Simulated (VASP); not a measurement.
# Al (Fm-3m) in VASP: further runs

Aim: see how the results for Al move with the level of theory and the settings. Levels: SCAN, TPSS. Tasks: band structure.

Everything below comes from runs of VASP 6.6.1. Logs are shortened: lines on timing, memory, paths and dates and some standing lists are left out, and cuts for length are marked.

### Step 1. Starting point

The structure is cubic, space group Fm-3m (No. 225). The conventional cell has a = 4.050 Å, b = 4.050 Å, c = 4.050 Å, α = 90.00°, β = 90.00°, γ = 90.00°. Al (site symmetry m-3m) is surrounded by 12 Al at 2.86 Å.

### Step 2. Band structure, SCAN

Input file INCAR:

```
ALGO = Normal
EDIFF = 1E-7
ENCUT = 520
ISIF = 2
ISMEAR = -1
LASPH = T
LCHARG = F
LMIXTAU = T
LREAL = F
LWAVE = F
METAGGA = SCAN
NELM = 100
PREC = Accurate
SIGMA = 0.05
```

Input file KPOINTS:

```
k-points
0
Gamma
  11 11 11
```

Input file POSCAR:

```
Al
1.0
    0.0000000000      2.0248050000      2.0248050000
    2.0248050000      0.0000000000      2.0248050000
    2.0248050000      2.0248050000      0.0000000000
Al
1
Direct
    0.0000000000      0.0000000000      0.0000000000
```

Input file KPOINTS_OPT:

```
path GXWKGLUWLK,UX
15
line-mode
reciprocal
 0.0000000000  0.0000000000  0.0000000000  G
 0.5000000000  0.0000000000  0.5000000000  X

 0.5000000000  0.0000000000  0.5000000000  X
 0.5000000000  0.2500000000  0.7500000000  W

 0.5000000000  0.2500000000  0.7500000000  W
 0.3750000000  0.3750000000  0.7500000000  K

 0.3750000000  0.3750000000  0.7500000000  K
 0.0000000000  0.0000000000  0.0000000000  G

 0.0000000000  0.0000000000  0.0000000000  G
 0.5000000000  0.5000000000  0.5000000000  L

 0.5000000000  0.5000000000  0.5000000000  L
 0.6250000000  0.2500000000  0.6250000000  U

 0.6250000000  0.2500000000  0.6250000000  U
 0.5000000000  0.2500000000  0.7500000000  W

 0.5000000000  0.2500000000  0.7500000000  W
 0.5000000000  0.5000000000  0.5000000000  L

 0.5000000000  0.5000000000  0.5000000000  L
 0.3750000000  0.3750000000  0.7500000000  K

 0.6250000000  0.2500000000  0.6250000000  U
 0.5000000000  0.0000000000  0.5000000000  X
```

Potentials or basis: VASP PAW PBE potentials, release 64 (Al).

The run is started by

```bash
> cat potpaw_PBE.64/Al/POTCAR > POTCAR
> mpirun -np 1 vasp_std > vasp.out
```

OUTCAR:

```text
EDIFF = 1E-7
   ENCUT = 520
   ISIF = 2
   ISMEAR = -1
   LASPH = T
   LREAL = F
   METAGGA = SCAN
   NELM = 100
   PREC = Accurate

 ion  position               nearest neighbor table
   1  0.000  0.000  0.000-

  LATTYP: Found a face centered cubic cell.
 ALAT       =     4.0496100000

  Lattice vectors:

 A1 = (   0.0000000000,   2.0248050000,   2.0248050000)
 A2 = (   2.0248050000,   0.0000000000,   2.0248050000)
 A3 = (   2.0248050000,   2.0248050000,   0.0000000000)

Analysis of symmetry for initial positions (statically):
=====================================================================
 Subroutine PRICEL returns:
 Original cell was already a primitive cell.

 Routine SETGRP: Setting up the symmetry group for a
 face centered cubic supercell.

 Subroutine GETGRP returns: Found 48 space group operations
 (whereof 48 operations were pure point group operations)
 out of a pool of 48 trial point group operations.

The static configuration has the point symmetry O_h .

Analysis of symmetry for dynamics (positions and initial velocities):
=====================================================================
 Subroutine PRICEL returns:
 Original cell was already a primitive cell.

 Routine SETGRP: Setting up the symmetry group for a
 face centered cubic supercell.

 Subroutine GETGRP returns: Found 48 space group operations
 (whereof 48 operations were pure point group operations)
 out of a pool of 48 trial point group operations.

The dynamic configuration has the point symmetry O_h .

 Subroutine INISYM returns: Found 48 space group operations
 (whereof 48 operations are pure point group operations),
 and found     1 'primitive' translations

----------------------------------------------------------------------------------------

                                     Primitive cell

  volume of cell :      16.6027

  direct lattice vectors                    reciprocal lattice vectors
     0.000000000  2.024805000  2.024805000    -0.246937359  0.246937359  0.246937359
     2.024805000  0.000000000  2.024805000     0.246937359 -0.246937359  0.246937359
     2.024805000  2.024805000  0.000000000     0.246937359  0.246937359 -0.246937359

  length of vectors
     2.863506692  2.863506692  2.863506692     0.427708053  0.427708053  0.427708053

  position of ions in fractional coordinates (direct lattice)
     0.000000000  0.000000000  0.000000000

  ion indices of the primitive-cell ions
   primitive index   ion index
                 1           1

----------------------------------------------------------------------------------------

 KPOINTS: k-points

Automatic generation of k-mesh.
 Grid dimensions read from file:
 generate k-points for:   11   11   11

 Generating k-lattice:

  Cartesian coordinates                     Fractional coordinates (reciprocal lattice)
    -0.022448851  0.022448851  0.022448851     0.090909091  0.000000000  0.000000000
     0.022448851 -0.022448851  0.022448851     0.000000000  0.090909091  0.000000000
     0.022448851  0.022448851 -0.022448851     0.000000000  0.000000000  0.090909091

  Length of vectors
     0.038882550  0.038882550  0.038882550

  Shift w.r.t. Gamma in fractional coordinates (k-lattice)
     0.000000000  0.000000000  0.000000000

 Subroutine IBZKPT returns following result:
 ===========================================

 Found     56 irreducible k-points:

 Following reciprocal coordinates:
            Coordinates               Weight
  0.000000  0.000000  0.000000      1.000000
  0.090909  0.000000  0.000000      8.000000
  0.181818  0.000000  0.000000      8.000000
  0.272727  0.000000  0.000000      8.000000
  0.363636  0.000000  0.000000      8.000000
  0.454545  0.000000  0.000000      8.000000
[... 16 lines left out ...]
 -0.272727  0.181818  0.000000     24.000000
 -0.181818  0.181818  0.000000     12.000000
 [... further k-points ...]
   k-points           NKPTS =     56   k-points in BZ     NKDIM =     56   number of bands    NBANDS=      5
   number of dos      NEDOS =    301   number of ions     NIONS =      1
   total plane-waves  NPLWV =  13824
   dimension x,y,z NGX =    24 NGY =   24 NGZ =   24
   dimension x,y,z NGXF=    48 NGYF=   48 NGZF=   48
   ions per type =               1
   NGX,Y,Z   is equivalent  to a cutoff of  13.93, 13.93, 13.93 a.u.
   NGXF,Y,Z  is equivalent  to a cutoff of  27.87, 27.87, 27.87 a.u.
 SYSTEM =  unknown system
   PREC   = accura    normal or accurate (medium, high low for compatibility)
   ISTART =      0    job   : 0-new  1-cont  2-samecut
   ICHARG =      2    charge: 1-file 2-atom 10-const
   ISPIN  =      1    spin polarized calculation?
   LNONCOLLINEAR =      F non collinear calculations
   LSORBIT =      F    spin-orbit coupling
   LASPH  =      T    aspherical Exc in radial PAW
   ENCUT  =  520.0 eV  38.22 Ry    6.18 a.u.   5.32  5.32  5.32*2*pi/ulx,y,z
   NELM   =    100;   NELMIN=  2; NELMDL= -5     # of ELM steps
   EDIFF  = 0.1E-06   stopping-criterion for ELM
   LREAL  =      F    real-space projection
   EDIFFG = 0.1E-05   stopping-criterion for IOM
   NSW    =      0    number of steps for IOM
   IBRION =     -1    ionic relax: 0-MD 1-quasi-New 2-CG
   NFREE  =      0    steps in history (QN), initial steepest desc. (CG)
   ISIF   =      2    stress and relaxation
   ISYM   =      2    0-nonsym 1-usesym 2-fastsym
   POTIM  = 0.5000    time-step for ionic-motion
   TEBEG  =    0.0;   TEEND  =   0.0 temperature during run
   PSTRESS=    0.0 pullay stress
   NELECT =       3.0000    total number of electrons
   NUPDOWN=      -1.0000    fix difference up-down
   EMIN   =  10.00;   EMAX   =-10.00  energy-range for DOS
   EFERMI =   0.00;   METHOD = LEGACY
   ISMEAR =    -1;   SIGMA  =   0.05  broadening in eV -4-tet -1-fermi 0-gaus
   EFERMI_NEDOS =   21; number of points for ismear=-14 and -15
   IALGO  =     38    algorithm
   IMIX   =      4    mixing-type and parameters
     AMIX     =   0.40;   BMIX     =  1.00
     AMIX_MAG =   1.60;   BMIX_MAG =  1.00
  volume/ion in A,a.u.               =      16.60       112.04
  Fermi-wavevector in a.u.,A,eV,Ry     =   0.925526  1.748991 11.654733  0.856599
  Thomas-Fermi vector in A             =   2.051390
   LORBIT       =      0    0 simple, 1 ext, 2 COOP (PROOUT), +10 PAW based schemes
   METAGGA = SCAN    functional components
   LHFCALC =     F    Hartree Fock is set to
   AEXX    =    0.0000 exact exchange contribution
   IVDW    =     0    specifies the selected vdW correction
   LEPSILON=     F    determine dielectric tensor
   LRPA    =     F    only Hartree local field effects (RPA)
 non-spin polarized calculation
  energy-cutoff  :      520.00
  volume of cell :       16.60
 maximum number of plane-waves:       459
 NGX is ok and might be reduce to    24
   NGX = 11   NGY = 11   NGZ = 11

 number of electron       3.0000000 magnetization

 Free energy of the ion-electron system (eV)
  ---------------------------------------------------
  ext. energy  EPLUGINS =         0.00000000
  ---------------------------------------------------
  free energy    TOTEN  =        -7.74924370 eV

  energy without entropy =       -7.74568552  energy(sigma->0) =       -7.74746461

 E-fermi :   7.9307     XC(G=0): -10.5366

 val. band max:        7.8742165219   @ k =  -0.4545   0.3636   0.0000
 cond. band min:       7.9762937876   @ k =   0.4545   0.1818   0.0909
 fundamental gap:      0.1020772657
 Fermi energy:         7.9306863135

 k-point     1 :       0.0000    0.0000    0.0000
  band No.  band energies     occupation
      1      -3.4921      2.00000
      2      20.8918      0.00000
      3      20.8918      0.00000
      4      20.8918      0.00000
      5      22.4174      0.00000

 k-point     2 :       0.0909    0.0000    0.0000
  band No.  band energies     occupation
      1      -3.2616      2.00000
      2      17.8898      0.00000
      3      20.2400      0.00000
      4      20.2400      0.00000
      5      23.0334      0.00000

 k-point     3 :       0.1818    0.0000    0.0000
  band No.  band energies     occupation
      1      -2.5723      2.00000
      2      14.1404      0.00000
      3      19.4935      0.00000
      4      19.4935      0.00000
      5      22.7476      0.00000

 k-point     4 :       0.2727    0.0000    0.0000
  band No.  band energies     occupation
      1      -1.4308      2.00000
      2      10.6170      0.00000
      3      19.0765      0.00000
      4      19.0765      0.00000
      5      22.5012      0.00000

 k-point     5 :       0.3636    0.0000    0.0000
  band No.  band energies     occupation
      1       0.1523      2.00000
      2       7.4246      1.99992
      3      19.0321      0.00000
      4      19.0321      0.00000
      5      21.2014      0.00000

 k-point     6 :       0.4545    0.0000    0.0000
  band No.  band energies     occupation
      1       2.1585      2.00000
      2       4.6094      2.00000
      3      19.3687      0.00000
      4      19.3687      0.00000
      5      20.0992      0.00000

 k-point     7 :       0.0909    0.0909    0.0000
  band No.  band energies     occupation
      1      -3.1848      2.00000
      2      18.9522      0.00000
      3      18.9523      0.00000
      4      19.2036      0.00000
      5      21.7023      0.00000

 k-point     8 :       0.1818    0.0909    0.0000
  band No.  band energies     occupation
      1      -2.6487      2.00000
      2      15.5009      0.00000
      3      18.0057      0.00000
      4      19.3295      0.00000
      5      22.0583      0.00000

 k-point     9 :       0.2727    0.0909    0.0000
  band No.  band energies     occupation
      1      -1.6584      2.00000
      2      11.9263      0.00000
      3      17.4370      0.00000
      4      18.9668      0.00000
      5      20.3421      0.00000
[... 73 lines left out ...]
 k-point    19 :       0.3636    0.1818    0.0000
  band No.  band energies     occupation
      1      -0.1482      2.00000
      2      10.2308      0.00000
      3      15.8035      0.00000
      4      15.8743      0.00000
      5      17.4905      0.00000

 k-point    20 :       0.4545    0.1818    0.0000
  band No.  band energies     occupation
      1       1.5680      2.00000
      2       7.1974      2.00000
      3      14.3681      0.00000
      4      15.9459      0.00000
      5      17.6334      0.00000

 k-point    21 :      -0.4545    0.1818    0.0000
  band No.  band energies     occupation
      1       3.6728      2.00000
      2       4.5590      2.00000
      3      13.3360      0.00000
      4      16.4088      0.00000
      5      18.1689      0.00000

 k-point    22 :      -0.3636    0.1818    0.0000
  band No.  band energies     occupation
      1       2.2340      2.00000
      2       6.2549      2.00000
      3      12.7284      0.00000
      4      17.2631      0.00000
      5      19.1129      0.00000

 k-point    23 :      -0.2727    0.1818    0.0000
  band No.  band energies     occupation
      1       0.3768      2.00000
      2       9.1241      0.00000
      3      12.5867      0.00000
      4      18.5056      0.00000
      5      20.4471      0.00000

 k-point    24 :      -0.1818    0.1818    0.0000
  band No.  band energies     occupation
      1      -1.0523      2.00000
      2      11.8821      0.00000
      3      13.3324      0.00000
      4      20.1200      0.00000
      5      22.1164      0.00000

 [... further k-points ...]

------------------------ aborting loop because EDIFF is reached ----------------------------------------

  FORCE on cell =-STRESS in cart. coord.  units (eV):
  Direction    XX          YY          ZZ          XY          YZ          ZX
  --------------------------------------------------------------------------------------
  -------------------------------------------------------------------------------------
  Total       -0.2354004     -0.2354004     -0.2354004     -0.0000000      0.0000000     -0.0000000
  in kB      -22.7163333    -22.7163333    -22.7163333     -0.0000000      0.0000000     -0.0000000
  external PRESSURE =     -22.7163333 kB  Pullay stress =       0.0000000 kB

 VOLUME and BASIS-vectors are now :
 -----------------------------------------------------------------------------
  energy-cutoff  :      520.00
  volume of cell :       16.60
      direct lattice vectors                 reciprocal lattice vectors
     0.000000000  2.024805000  2.024805000    -0.246937359  0.246937359  0.246937359
     2.024805000  0.000000000  2.024805000     0.246937359 -0.246937359  0.246937359
     2.024805000  2.024805000  0.000000000     0.246937359  0.246937359 -0.246937359

 POSITION                                       TOTAL-FORCE (eV/Angst)
 -----------------------------------------------------------------------------------
      0.00000      0.00000      0.00000         0.000000      0.000000      0.000000
 -----------------------------------------------------------------------------------
    total drift:                                0.000000     -0.000000     -0.000000

  FREE ENERGIE OF THE ION-ELECTRON SYSTEM (eV)
  ---------------------------------------------------
  free  energy   TOTEN  =        -7.7492437007 eV

  energy  without entropy=       -7.7456855244  energy(sigma->0) =       -7.74746461
```

Run time: 30 s. Hardware: 1 thread of Intel Xeon 6975P-C (Granite Rapids), shared host; peak memory 0.13 GiB.

Results:

```
Free energy             : -7.7492 eV
Pressure                : -2.3 GPa
Band gap along the path : none (metal or under the smearing width)
```

Levels at the corners of the path, in eV from the Fermi level:
| point | band 1 | band 2 | band 3 | band 4 | band 5 |
| --- | --- | --- | --- | --- | --- |
| Γ | -11.42 | 12.96 | 12.96 | 12.96 | 14.49 |
| X | -2.94 | -1.72 | 5.38 | 5.79 | 5.79 |
| X | -2.94 | -1.72 | 5.38 | 5.79 | 5.79 |
| W | -0.82 | -0.82 | 0.03 | 1.19 | 16.20 |
| W | -0.82 | -0.82 | 0.03 | 1.19 | 16.20 |
| K | -1.88 | -1.44 | -0.42 | 6.78 | 8.35 |
| K | -1.88 | -1.44 | -0.42 | 6.78 | 8.35 |
| Γ | -11.42 | 12.96 | 12.96 | 12.96 | 14.49 |
| Γ | -11.42 | 12.96 | 12.96 | 12.96 | 14.49 |
| L | -4.76 | -4.43 | 11.70 | 11.71 | 11.80 |
| L | -4.76 | -4.43 | 11.70 | 11.71 | 11.80 |
| U | -1.88 | -1.44 | -0.42 | 6.78 | 8.35 |
| U | -1.88 | -1.44 | -0.42 | 6.78 | 8.35 |
| W | -0.82 | -0.82 | 0.03 | 1.19 | 16.20 |
| W | -0.82 | -0.82 | 0.03 | 1.19 | 16.20 |
| L | -4.76 | -4.43 | 11.70 | 11.70 | 11.80 |
| L | -4.76 | -4.43 | 11.70 | 11.70 | 11.80 |
| K | -1.88 | -1.44 | -0.42 | 6.78 | 8.35 |
| U | -1.88 | -1.44 | -0.42 | 6.78 | 8.35 |
| X | -2.94 | -1.72 | 5.38 | 5.79 | 5.79 |

Caveat: the PAW data sets were made with another functional, which shifts forces and pressure a little.

### Step 3. Band structure, TPSS

Edit INCAR of step 2 so:

```diff
@@ -10,3 +10,3 @@
 LWAVE = F
-METAGGA = SCAN
+METAGGA = TPSS
 NELM = 100
```

KPOINTS is that of step 2.

POSCAR is that of step 2.

KPOINTS_OPT is that of step 2.

Potentials or basis: VASP PAW PBE potentials, release 64 (Al).

The run is started by

```bash
> cat potpaw_PBE.64/Al/POTCAR > POTCAR
> mpirun -np 1 vasp_std > vasp.out
```

Run time: 36 s. Hardware: 1 thread of Intel Xeon 6975P-C (Granite Rapids), shared host; peak memory 0.13 GiB.

Results (log left out):

- Free energy: -7.9253 eV
- Pressure: -2.2 GPa
- Band gap along the path: none (metal or under the smearing width)

Levels at the corners of the path, in eV from the Fermi level:
| point | band 1 | band 2 | band 3 | band 4 | band 5 |
| --- | --- | --- | --- | --- | --- |
| Γ | -11.11 | 12.56 | 12.56 | 12.56 | 14.17 |
| X | -2.93 | -1.60 | 5.20 | 5.60 | 5.60 |
| X | -2.93 | -1.60 | 5.20 | 5.60 | 5.60 |
| W | -0.86 | -0.86 | 0.12 | 1.17 | 15.78 |
| W | -0.86 | -0.86 | 0.12 | 1.17 | 15.78 |
| K | -1.90 | -1.38 | -0.38 | 6.57 | 8.18 |
| K | -1.90 | -1.38 | -0.38 | 6.57 | 8.18 |
| Γ | -11.11 | 12.56 | 12.56 | 12.56 | 14.17 |
| Γ | -11.11 | 12.56 | 12.56 | 12.56 | 14.17 |
| L | -4.61 | -4.36 | 11.38 | 11.38 | 11.47 |
| L | -4.61 | -4.36 | 11.38 | 11.38 | 11.47 |
| U | -1.90 | -1.38 | -0.38 | 6.57 | 8.18 |
| U | -1.90 | -1.38 | -0.38 | 6.57 | 8.18 |
| W | -0.86 | -0.86 | 0.12 | 1.17 | 15.78 |
| W | -0.86 | -0.86 | 0.12 | 1.17 | 15.78 |
| L | -4.61 | -4.36 | 11.38 | 11.38 | 11.47 |
| L | -4.61 | -4.36 | 11.38 | 11.38 | 11.47 |
| K | -1.90 | -1.38 | -0.38 | 6.57 | 8.18 |
| U | -1.90 | -1.38 | -0.38 | 6.57 | 8.18 |
| X | -2.93 | -1.60 | 5.20 | 5.60 | 5.60 |

Caveat: the PAW data sets were made with another functional, which shifts forces and pressure a little.
